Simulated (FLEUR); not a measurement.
A run of FLEUR MaX-R8.1 (later development tree) is set up as follows.

The input inp.xml:

```xml
<?xml version="1.0" encoding="UTF-8" standalone="no"?>
<fleurInput fleurInputVersion="0.39">
   <comment>
      Pt                                                                                                  
   </comment>
   <calculationSetup>
      <cutoffs Kmax="4.12" Gmax="12.8" GmaxXC="12.8" numbands="0"/>
      <scfLoop itmax="60" minDistance="0.00001" maxIterBroyd="15" imix="Anderson" alpha="0.05" precondParam="0.0" spinf="2.0" sdNocoIR="T"/>
      <coreElectrons ctail="T" frcor="F" kcrel="0" coretail_lmax="0"/>
      <xcFunctional name="PBEs" relativisticCorrections="F"/>
      <magnetism jspins="1"/>
      <soc l_soc="F" theta="0.0" phi="0.0" spav="F"/>
      <expertModes spex="0" secvar="F"/>
      <geometryOptimization l_f="T" forcealpha="1.0" forcemix="BFGS" epsdisp="0.0005" epsforce="0.0002"/>
      <ldaU l_linMix="F" mixParam="0.05" spinf="1.0"/>
   </calculationSetup>
   <cell>
      <bzIntegration valenceElectrons="18.0" mode="hist" fermiSmearingEnergy="0.00183747">
         <kPointListSelection listName="default-1"/>
         <!-- k-points included here -->
         <xi:include xmlns:xi="http://www.w3.org/2001/XInclude" href="kpts.xml"> </xi:include>
      </bzIntegration>
      <!-- symmetry operations included here -->
      <xi:include xmlns:xi="http://www.w3.org/2001/XInclude" href="sym.xml"> </xi:include>
      <bulkLattice scale="1.0">
         <bravaisMatrix>
            <row-1>   -0.0251390266355538     3.6580430148728236     3.6746291410684377</row-1>
            <row-2>    3.7247220011793347     0.0057353187881610     3.6437566853708478</row-2>
            <row-3>    3.7811246568202703     3.6835713250900453    -0.0506654471266506</row-3>
         </bravaisMatrix>
      </bulkLattice>
   </cell>
   <atomSpecies>
      <species name="Platinum (Pt)" element="Pt" atomicNumber="78">
         <mtSphere radius="2.38" gridPoints="793" logIncrement="0.017"/>
         <atomicCutoffs lmax="10" lnonsphr="10"/>
         <electronConfig flipSpins="F">
            <coreConfig>(1s1/2) (2s1/2) (2p1/2) (2p3/2) (3s1/2) (3p1/2) (3p3/2) (4s1/2) (3d3/2) (3d5/2) (4p1/2) (4p3/2) (4d3/2) (4d5/2) (4f5/2) (4f7/2)</coreConfig>
            <valenceConfig>(5s1/2) (5p1/2) (5p3/2) (6s1/2) (5d3/2) (5d5/2)</valenceConfig>
            <stateOccupation state="(6s1/2)" spinUp="0.500000" spinDown="0.500000"/>
            <stateOccupation state="(5d3/2)" spinUp="1.800000" spinDown="1.800000"/>
            <stateOccupation state="(5d5/2)" spinUp="2.700000" spinDown="2.700000"/>
         </electronConfig>
         <energyParameters s="6" p="6" d="5" f="5"/>
         <lo type="SCLO" l="0" n="5" eDeriv="0"/>
         <lo type="SCLO" l="1" n="5" eDeriv="0"/>
         <lo type="SCLO" l="1" n="5" eDeriv="1"/>
         <lo type="SCLO" l="2" n="5" eDeriv="2"/>
         <lo type="SCLO" l="3" n="5" eDeriv="2"/>
      </species>
   </atomSpecies>
   <atomGroups>
      <atomGroup species="Platinum (Pt)">
         <relPos label="                   1">.0000000000 .0000000000 .0000000000</relPos>
         <force calculate="T" relaxXYZ="TTT"/>
      </atomGroup>
   </atomGroups>
   <output dos="F" band="F" slice="F">
      <checks vchk="F" cdinf="F"/>
      <bandDOS minEnergy="-.5*Htr" maxEnergy="0.5*Htr" sigma="0.015" storeEVData="T"/>
      <vacuumDOS vacdos="F" integ="F" star="F" nstars="0" locx1="0.0" locy1="0.0" locx2="0.0" locy2="0.0" nstm="0" tworkf="0.0"/>
      <unfoldingBand unfoldBand="F" supercellX="1" supercellY="1" supercellZ="1"/>
      <plotting iplot="0" polar="F">
         <plot TwoD="T" vec1="  1.0  0.0  0.0" vec2="  0.0  1.0  0.0" vec3="  0.0  0.0  1.0" zero="  0.0  0.0  0.0" file="plot"/>
      </plotting>
      <chargeDensitySlicing numkpt="0" minEigenval="0.0" maxEigenval="0.0" nnne="0" pallst="F"/>
      <specialOutput eonly="F"/>
      <moessbauerParams electricFieldGradient="T" isomerShift="T" coreHyperfine="T" valenceHyperfine="T"/>
      <magneticCircularDichroism mcd="F" energyLo="-10.0" energyUp="0.0"/>
   </output>
  <!-- We include the file relax.xml here to enable relaxations (see documentation) -->
  <xi:include xmlns:xi="http://www.w3.org/2001/XInclude" href="relax.xml"> <xi:fallback/> </xi:include>
</fleurInput>
```

crystal.txt

```
Pt
&input cartesian=F /
-0.0133030000  1.9357530000  1.9445300000
1.9710380000  0.0030350000  1.9281930000
2.0008850000  1.9492620000  -0.0268110000
1.8897261246
1.0 1.0 1.0

1
78 -0.0132620000  0.0199540000  0.0069400000

&kpt div1=12 div2=12 div3=12 gamma=T /
```

Potentials or basis: all-electron, FLAPW.

Run with:

```console
$ inpgen -f crystal.txt -profile fastHighL
$ # inp.xml edited to the form shown
$ fleur_MPI
```

(1) Estimate the band gap on the k mesh.

Results:

(1) none (metal or under the smearing width).
